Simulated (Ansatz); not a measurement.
An elastic constant from a strain scan in MoS2

Theory: Ansatz, DFT PBE, scalar-relativistic, plane waves, PAW. Settings: plane waves to 420 eV, k-mesh 12×12×2 (Γ-centred), Gaussian smearing 0.05 eV. No spin polarisation. Energies are free energies at this smearing, counted from the undisturbed cell; pressure is positive in compression.

The undisturbed cell (relaxed at this level):

```
Mo S
1.0
     3.18558    0.00000    0.00000
    -1.59279    2.75880    0.00000
     0.00000    0.00000   14.51045
Mo S
2 4
Direct
  0.33333 0.66667 0.25000
  0.66667 0.33333 0.75000
  0.33333 0.66667 0.64232
  0.66667 0.33333 0.14232
  0.33333 0.66667 0.85768
  0.66667 0.33333 0.35768
```

The cell holds layers and no dispersion correction was added, so their binding is poorly described.

The cell is strained by ε times the Voigt pattern (0, 1, 0, 0, 0, 0) (xx, yy, zz, yz, xz, xy; engineering shear) with fractional coordinates fixed. The cell holds 6 atoms in V0 = 127.52 Å³. The stress column is τ = (1/V0) dE/dε, got from the stress tensor σ (compression positive) at each point as −det(1 + εP) σ : P(1 + εP)⁻¹, with P the pattern as a tensor.

| ε | ΔE (meV/atom) | τ (GPa) |
| --- | --- | --- |
| -0.0600 | 58.040 | -15.677 |
| -0.0450 | 31.433 | -11.140 |
| -0.0300 | 13.427 | -7.028 |
| -0.0150 | 3.202 | -3.313 |
| 0.0000 | 0.000 | 0.035 |
| 0.0150 | 3.116 | 3.044 |
| 0.0300 | 11.906 | 5.741 |
| 0.0450 | 25.777 | 8.155 |
| 0.0525 | 34.446 | 9.263 |
| 0.0600 | ? | ? |

Which combination of elastic constants does this scan measure, and how large is it?

For small ε, τ = τ0 + Kε with K = pᵀCp, which for this pattern is C22 in the Cartesian frame shown. The parabola through τ at ε = -0.0150, 0 and 0.0150 has slope K = 212 GPa at zero. The energies per cell, E = NΔE, of the same two points give K = 2[E(ε₊)/ε₊ − E(ε₋)/ε₋]/[(ε₊ − ε₋)V0] = 212 GPa, in agreement. These are clamped-ion values.

Predict the withheld row at ε = 0.0600 from the harmonic law, and compare.

ΔE = V0(τ0 ε + Kε²/2)/N = 50.870 meV/atom and τ = 12.75 GPa. The calculation gives 44.187 meV/atom and 10.31 GPa: the energy lies 13 % below the harmonic value, as bonds soften when stretched.

Forces appear on the atoms along this scan, and letting them relax would lower the energy and soften the response.

Cost: 10 runs of about 5.9 core-minutes in all, on Intel Xeon Processor @ 2.50GHz (Skylake/Cascade Lake) (shared hosts).